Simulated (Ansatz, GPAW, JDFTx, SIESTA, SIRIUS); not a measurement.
# One calculation of MoS2, 5 ways

```
CELL_PARAMETERS angstrom
3.16900 0.00000 0.00000
-1.58450 2.74443 0.00000
0.00000 0.00000 12.32400
ATOMIC_POSITIONS crystal
Mo 0.68274 0.33982 0.75201
Mo 0.33925 0.65234 0.25137
S 0.66681 0.34133 0.37882
S 0.32838 0.64731 0.87916
S 0.67197 0.34127 0.12367
S 0.34598 0.67013 0.62281
```

Atoms were shifted at random by some hundredths of an Å from the given cell, which wasn't relaxed again for these runs.

Alike in all runs: task single point; functional PBEsol; k mesh 10 × 10 × 3; occupations fermi-dirac, width 0.05 eV; no spin polarisation; no spin-orbit coupling. Pressure is positive in compression and, in plane waves, holds the error of the finite cutoff.

| program and potentials | plane-wave cutoff (eV) | notes | pressure (GPa) | largest force (eV/Å) |
| --- | --- | --- | --- | --- |
| JDFTx, PseudoDojo-SR-PBEsol-0.4.1-standard with smoothed tails | 1088 | - | -3.63 | 1.483 |
| Ansatz, all-electron LAPW, scalar-relativistic | - | - | -3.67 | 1.479 |
| GPAW, PAW data sets generated for this functional | 600 | - | ? | ? |
| SIRIUS, PseudoDojo 0.4.1 PBEsol standard (scalar relativistic) | 1102 | - | -3.63 | 1.483 |
| SIESTA, files PseudoDojo sr-pbesol-0.4.1-standard, DZP (energy shift 0.003 Ry; two zetas on semicore shells) | - | atomic basis | -0.95 | 1.539 |

Task: Estimate from the other rows what the run with GPAW, PAW data sets generated for this functional gave.

Result: Pressure -3.79 GPa; largest force 1.475 eV/Å. The other rows, which needn't bracket it: pressure -3.67 to -0.95; largest force 1.479 to 1.539.
